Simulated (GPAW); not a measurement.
# Ge (Imma) in GPAW: convergence with density grid spacing (A)

Aim: find how far density grid spacing (A) must go before the results for Ge settle, at PBE. This setting moves, with any that are tied to it; all else stays.

All numbers are computed with GPAW 26.7.0; they aren't measurements. Logs are shortened: lines on timing, memory, paths and dates and some standing lists are left out, and cuts for length are marked. The log counts tension as positive stress, the text compression.

## Step 1: Starting point

The structure is orthorhombic, space group Imma (No. 74). Conventional cell: a = 4.992 Å, b = 5.302 Å, c = 2.874 Å, α = 90.00°, β = 90.00°, γ = 90.00°. Ge (site symmetry mm2) is surrounded by 6 Ge at 2.68 to 2.87 Å.

This isn't the form of Ge at room conditions, which is diamond.

## Step 2: With density grid spacing (A) 0.24

run.py

```python
from ase.dft.bandgap import bandgap
from ase.io import read, write
from ase.units import GPa
from gpaw import GPAW, PW

atoms = read('POSCAR')

calc = GPAW(mode=PW(600),
            h=0.24,
            xc='PBE',
            kpts={'size': (7, 7, 7), 'gamma': True},
            occupations={'name': 'fermi-dirac', 'width': 0.05},
            nbands=11,
            convergence={'density': 1e-05, 'energy': 1e-05},
            maxiter=100,
            txt='gpaw.txt')
atoms.calc = calc
energy = atoms.get_potential_energy()
forces = atoms.get_forces()
stress = atoms.get_stress()
calc.write('gs.gpw')
write('result.traj', atoms)
print(f'Energy: {energy:.6f} eV')
print('Forces (eV/A):')
print(forces.round(4))
print('Stress (GPa):', (stress / GPa).round(3))
print('Fermi level:', round(calc.get_fermi_level(), 4), 'eV')
print(f'Gap: {bandgap(calc)[0]:.4f} eV, direct: {bandgap(calc, direct=True)[0]:.4f} eV')
```

POSCAR

```
Ge
1.0
   -2.4958980000      2.6508630000      1.4369470000
    2.4958980000     -2.6508630000      1.4369470000
    2.4958980000      2.6508630000     -1.4369470000
Ge
2
Direct
    0.3140570000      0.0640570000      0.2500000000
    0.6859430000      0.9359430000      0.7500000000
```

Potentials or basis: GPAW PAW data sets (gpaw-data 1.2.1), pw.

On the command line:

```
OMP_NUM_THREADS=1 python run.py
```

It took 14 s on 1 thread of Arm Neoverse V2, shared host; peak memory 0.17 GiB.

What came out:

| Property | Result |
| --- | --- |
| Free energy | -8.6134 eV |
| Pressure | 0.4 GPa |
| Largest force | 0.069 eV/Å |
| Band gap on the k mesh | none (metal or under the smearing width) |

## Step 3: With density grid spacing (A) 0.2

Changes to run.py since step 2:

```diff
@@ -8,3 +8,3 @@
 calc = GPAW(mode=PW(600),
-            h=0.24,
+            h=0.2,
             xc='PBE',
```

POSCAR is that of step 2.

Potentials or basis: GPAW PAW data sets (gpaw-data 1.2.1), pw.

On the command line:

```
OMP_NUM_THREADS=1 python run.py
```

It took 13 s on 1 thread of Arm Neoverse V2, shared host; peak memory 0.17 GiB.

What came out:

```
Free energy            : -8.6153 eV
Pressure               : 0.4 GPa
Largest force          : 0.068 eV/Å
Band gap on the k mesh : none (metal or under the smearing width)
```

## Step 4: With density grid spacing (A) 0.17

Changes to run.py since step 3:

```diff
@@ -8,3 +8,3 @@
 calc = GPAW(mode=PW(600),
-            h=0.2,
+            h=0.17,
             xc='PBE',
```

POSCAR is that of step 3.

On the command line:

```
OMP_NUM_THREADS=1 python run.py
```

Run time: 22 s. Hardware: 1 thread of Arm Neoverse V2, shared host; peak memory 0.18 GiB.

Results:

```
Free energy            : -8.6155 eV
Pressure               : 0.4 GPa
Largest force          : 0.068 eV/Å
Band gap on the k mesh : none (metal or under the smearing width)
```

## Step 5: With density grid spacing (A) 0.15

Changes to run.py since step 4:

```diff
@@ -8,3 +8,3 @@
 calc = GPAW(mode=PW(600),
-            h=0.17,
+            h=0.15,
             xc='PBE',
```

POSCAR is that of step 4.

On the command line:

```
OMP_NUM_THREADS=1 python run.py
```

Run time: 29 s. Hardware: 1 thread of Arm Neoverse V2, shared host; peak memory 0.18 GiB.

The run converged. Its results:

- Free energy: -8.6155 eV
- Pressure: 0.4 GPa
- Largest force: 0.068 eV/Å
- Band gap on the k mesh: none (metal or under the smearing width)

## Step 6: With density grid spacing (A) 0.13

Changes to run.py since step 5:

```diff
@@ -8,3 +8,3 @@
 calc = GPAW(mode=PW(600),
-            h=0.15,
+            h=0.13,
             xc='PBE',
```

POSCAR is that of step 5.

Potentials or basis: GPAW PAW data sets (gpaw-data 1.2.1), pw.

On the command line:

```
OMP_NUM_THREADS=1 python run.py
```

Run time: 32 s. Hardware: 1 thread of Arm Neoverse V2, shared host; peak memory 0.2 GiB.

Results (log left out):

- Free energy: -8.6155 eV
- Pressure: 0.4 GPa
- Largest force: 0.068 eV/Å
- Band gap on the k mesh: none (metal or under the smearing width)

## Step 7: With density grid spacing (A) 0.11

Changes to run.py since step 6:

```diff
@@ -8,3 +8,3 @@
 calc = GPAW(mode=PW(600),
-            h=0.13,
+            h=0.11,
             xc='PBE',
```

POSCAR is that of step 6.

On the command line:

```
OMP_NUM_THREADS=1 python run.py
```

Wall time 59 s (1 thread of Arm Neoverse V2, shared host); peak memory 0.22 GiB.

It converged, with:

```
Free energy            : -8.6155 eV
Pressure               : 0.4 GPa
Largest force          : 0.068 eV/Å
Band gap on the k mesh : none (metal or under the smearing width)
```

## Step 8: With density grid spacing (A) 0.09

Changes to run.py since step 7:

```diff
@@ -8,3 +8,3 @@
 calc = GPAW(mode=PW(600),
-            h=0.11,
+            h=0.09,
             xc='PBE',
```

POSCAR is that of step 7.

Potentials or basis: GPAW PAW data sets (gpaw-data 1.2.1), pw.

On the command line:

```
OMP_NUM_THREADS=1 python run.py
```

gpaw.txt:

```text
__  _  _
 | _ |_)|_||  |
 |__||  | ||/\| - 26.7.0

Input parameters:
  mode=PW(ecut=600.0),
  convergence={'density': 1e-05, 'energy': 1e-05},
  h=0.09,
  kpts=MonkhorstPack(size=(7, 7, 7), gamma=True),
  maxiter=100,
  nbands=11,
  occupations=Occupations(name='fermi-dirac', width=0.05),
  xc=XC(name='PBE')

Diagonalizing LCAO Hamiltonian
Converting LCAO to pw mode

             Ge

       Ge

Atoms  # Å, Bohr magnetons
|   | symbol |        x |        y |        z |    initial magnetic moments |
|---|--------|----------|----------|----------|-----------------------------|
| 0 |     Ge | 0.000000 | 1.325432 | 0.184093 | ( 0.0000,  0.0000,  0.0000) |
| 1 |     Ge | 2.495898 | 1.325432 | 1.252854 | ( 0.0000,  0.0000,  0.0000) |

Unit cell  # Å
| periodic |         x |         y |         z |  lengths |     angles |
|----------|-----------|-----------|-----------|----------|------------|
|      yes | -2.495898 |  2.650863 |  1.436947 | 3.914256 | 100.767417 |
|      yes |  2.495898 | -2.650863 |  1.436947 | 3.914256 |  94.744414 |
|      yes |  2.495898 |  2.650863 | -1.436947 | 3.914256 | 136.925499 |

Number of symmetries: 4
Symmetry operations  # r_c * U_cc + t_c -> r_c
|   | kind |            matrix            |
|---|------|------------------------------|
| 0 |  σ   |  1, 1, 1,  0, 0,-1,  0,-1, 0 |
| 1 |  E   |  1, 0, 0,  0, 1, 0,  0, 0, 1 |
| 2 |  i   | -1, 0, 0,  0,-1, 0,  0, 0,-1 |
| 3 |  C2  | -1,-1,-1,  0, 0, 1,  0, 1, 0 |

BZ-sampling:
  Number of BZ points: 343
  Number of IBZ points: 100

  Monkhorst-Pack size: [7, 7, 7]
  Monkhorst-Pack shift: [0, 0, 0]

K-points  # in reciprocal-cell coordinates
|     |                                coordinates |     weight |
|-----|--------------------------------------------|------------|
|   0 | (  0.00000000,   0.00000000,   0.00000000) | 0.00291545 |
|   1 | (  0.00000000,   0.14285714,  -0.14285714) | 0.00583090 |
|   2 | (  0.00000000,   0.28571429,  -0.28571429) | 0.00583090 |
|   3 | (  0.00000000,   0.42857143,  -0.42857143) | 0.00583090 |
|   4 | (  0.14285714,  -0.42857143,   0.28571429) | 0.01166181 |
|   5 | (  0.14285714,  -0.42857143,   0.42857143) | 0.00583090 |
|   6 | (  0.14285714,  -0.28571429,   0.14285714) | 0.01166181 |
|   7 | (  0.14285714,  -0.28571429,   0.28571429) | 0.00583090 |
|   8 | (  0.14285714,  -0.14285714,  -0.14285714) | 0.00583090 |
|   9 | (  0.14285714,  -0.14285714,   0.00000000) | 0.01166181 |
| ... |                                            |            |
|  99 | (  0.42857143,   0.42857143,   0.42857143) | 0.01166181 |

Plane wave coefficients: 1288
Cutoff: 600.0 eV

Spin-components: 1 (collinear spins)
Bands:           11
Projectors:      10
Spin-degeneracy: 2
Datatype:        complex128

Parallelization:
  kpt:    1
  domain: 1
  band:   1

Density:
  Valence electrons: 8.0
  Components: 1
  Grid points: [45 45 45]
  Charge: 0.0  # |e|

Potential:
  Grid points: [45 45 45]

species:
  Ge:
    name:    Germanium
    Z:       32.0
    valence: 4
    core:    28
    charge:  0.0  # [|e|]
    compensation charges:
      type: gauss
      rc: 0.32  # [Å]
      lmax: 2
    cutoffs:
      filter: 1.77  # [Å]
      core: 3.42  # [Å]
    projectors
    | kind |    occ | energy [eV] | rcut [Å] |
    |------|--------|-------------|----------|
    |   4s |  2.000 |     -11.726 |    1.005 |
    |   4p |  2.000 |      -3.896 |    1.005 |
    |    s |        |      15.485 |    1.005 |
    |    p |        |      23.315 |    1.005 |
    |    d |        |       0.000 |    1.005 |

    Using partial waves for Ge as LCAO basis

Reference energy: -114195.275705  # eV

eigensolver:
  PPCG
  Converge bands: occupied
  niter=2

density mixing:
  MSR1-Mixer
  Pratt-step length: 0.05
  Maximum mixing coefficient: 0.75
  Old densities: 10
  SVD Regularization: 0.005
  Good broyden scale: 1.0
  Trust region scale: 1.0
  Backstep threshold: 4.0
  History deletion threshold: 6.0
  Fourier metric: weight=20.0, sigma=0.015

occupation numbers:
  Fermi-Dirac:
    width: 0.0500  # eV

poisson solver:
  ecut: 4800.0  # eV

xc functional:
  name: PBE with 2 nearest neighbor stencil

convergence criteria:
- Maximum integral of absolute [dens]ity change: 1e-05 electrons / valence electron
- Maximum [total energy] change in last 3 cyles: 1e-05 eV / valence electron
- Maximum integral of absolute [eigenst]ate change: 4e-08 eV^2 / valence electron
maximum number of iterations: 100

SCF iterations
|iter     | |      energy | eigst |  dens |
|---------|-|-------------|-------|-------|
|iter:   1| |   -8.618262 | -0.71 |       |
|iter:   2| |   -8.618107 | -3.12 | -1.19 |
|iter:   3| |   -8.611642 | -3.43 | -1.21 |
|iter:   4| |   -8.611695 | -4.32 | -1.74 |
|iter:   5| |   -8.611690c| -5.49 | -2.65 |
|iter:   6| |   -8.611690c| -7.31 | -3.77 |
|iter:   7| |   -8.611690c| -7.96c| -4.46 |
|iter:   8| |   -8.611690c| -8.84c| -5.14c|

Converged in 8 steps
Energy contributions relative to reference atoms: (reference = -114195.275705)

Energy contributions:
  Kinetic:          15.494510
  Coulomb:         -13.779751
  Zero:             -0.003083
  External:          0.000000
  Xc:              -10.319596
  Entropy:          -0.007543
  Spinorbit:         0.000000
  ----------------------------
  Free energy:      -8.615462
  Extrapolated:     -8.611690

dipole moment: (0.000155, 0.000165, 0.000089)  # |e|*Ang

Fermi level: 7.612
Eigenvalues  # (at kpt = [0.000, 0.000, 0.000])
| band index |      eig [eV] | occ [0-2] |
|------------|---------------|-----------|
|          0 |        -5.391 |     2.000 |
|          1 |         3.889 |     2.000 |
|          2 |         5.360 |     2.000 |
|          3 |         5.805 |     2.000 |
|          4 |        11.161 |     0.000 |
|          5 |        14.685 |     0.000 |
|          6 |        14.897 |     0.000 |
|          7 |        15.617 |     0.000 |
|          8 |        15.955 |     0.000 |
|          9 |        18.252 |     0.000 |
|         10 |        20.161 |     0.000 |

No gap
No difference between direct/indirect transitions

Forces  # eV/Ang
|       x |        y |        z |
|---------|----------|----------|
| 0.00000 |  0.00000 |  0.06837 |  # Ge   0
| 0.00000 | -0.00000 | -0.06837 |  # Ge   1

Stress tensor  # eV/Ang^3
|         x |        y |         z |
|-----------|----------|-----------|
| -0.014468 | 0.000000 |  0.000000 |
|  0.000000 | 0.009318 |  0.000000 |
|  0.000000 | 0.000000 | -0.002778 |

# Writing to gs.gpw (mode='')
```

Wall time 2 min (1 thread of Arm Neoverse V2, shared host); peak memory 0.28 GiB.

Results:

- Free energy: -8.6155 eV
- Pressure: 0.4 GPa
- Largest force: 0.068 eV/Å
- Band gap on the k mesh: none (metal or under the smearing width)

## Step 9: The series at a glance

| density grid spacing (A) | energy less the tightest run, at zero smearing (meV/atom) | SCF cycles | CPU time (s) | peak memory (GiB) |
| --- | --- | --- | --- | --- |
| 0.24 | 1.01 | 8 | 14 | 0.17 |
| 0.2 | 0.06 | 8 | 13 | 0.17 |
| 0.17 | 0.00 | 8 | 22 | 0.18 |
| 0.15 | 0.00 | 8 | 29 | 0.18 |
| 0.13 | 0.00 | 8 | 32 | 0.2 |
| 0.11 | 0.00 | 8 | 58 | 0.22 |
| 0.09 | 0.00 | 8 | 120 | 0.28 |

Against the tightest run, the energy stays within 1 meV/atom from 0.2 on. The tightest run that finished is the yardstick and may itself not be fully converged.

Caveats: all runs use coarse meshes.
